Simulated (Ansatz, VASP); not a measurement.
# GaAs in VASP and in Ansatz

Contents of POSCAR:

```
GaAs
1.0
    0.0000000000      2.8611372657      2.8611372657
    2.8611372657      0.0000000000      2.8611372657
    2.8611372657      2.8611372657      0.0000000000
Ga As
1 1
Direct
    0.0000000000      0.0000000000      0.0000000000
    0.2500000000      0.2500000000      0.2500000000
```

Contents of INCAR.step1:

```
SYSTEM = GaAs
ALGO = Normal ; EDIFF = 1E-4
ENCUT = 520 ; GGA = PE
ISMEAR = 0 ; LASPH = .TRUE.
LCHARG = .FALSE. ; LREAL = .FALSE.
LWAVE = .TRUE. ; NBANDS = 16
NELM = 100 ; PREC = Accurate
SIGMA = 0.01
```

Contents of INCAR.step2:

```
SYSTEM = GaAs
ALGO = Normal ; EDIFF = 1E-6
ENCUT = 520 ; ISIF = 2
ISMEAR = 0 ; ISTART = 1
LASPH = .TRUE. ; LCHARG = .FALSE.
LMIXTAU = .TRUE. ; LREAL = .FALSE.
LWAVE = .FALSE. ; METAGGA = R2SCAN
NBANDS = 16 ; NELM = 100
PREC = Accurate ; SIGMA = 0.01
```

KPOINTS

```
k-points
0
G
  6 6 6
  0 0 0
```

Input for Ansatz:

```yaml
crystal:
  lattice:
    - [0.0, 2.8611372657, 2.8611372657]
    - [2.8611372657, 0.0, 2.8611372657]
    - [2.8611372657, 2.8611372657, 0.0]
  atoms:
    - { symbol: Ga, position: [0.0, 0.0, 0.0] }
    - { symbol: As, position: [0.25, 0.25, 0.25] }
kpoints:
  mp_grid: { grid: [6, 6, 6] }
hamiltonian:
  xc: r2scan
scf:
  occupations: { method: fixed }
  n_extra_bands: 4
output:
  forces: true
  stress: true
  eigenvalues: true
```

Alike in both runs: task single point; functional r2SCAN; k mesh 6 × 6 × 6; no spin polarisation.

|  | VASP | Ansatz |
| --- | --- | --- |
| version | VASP 6.6.1 | Ansatz 0.2.0 |
| potentials or method | VASP PAW PBE potentials, release 64 (Ga_d, As) | plane waves, PAW |
| plane-wave cutoff (eV) | 520 | 500 |
| occupations | gaussian, width 0.01 eV | fixed |
| valence electrons in the cell | 18 | 28 |

Ansatz gave:

```
gap on the k mesh at the Fermi level (eV) : 0.73
pressure (GPa)                            : -2.0
```

What did VASP give for the same quantities?

gap on the k mesh at the Fermi level (eV): 0.71; pressure (GPa): -1.9.

The two sets of potentials don't hold the same shells in valence.

Caveats: the PAW data sets were made with another functional, which shifts forces and pressure a little (VASP). r2SCAN opens gaps a little over a GGA but as a rule still falls short of measured ones.
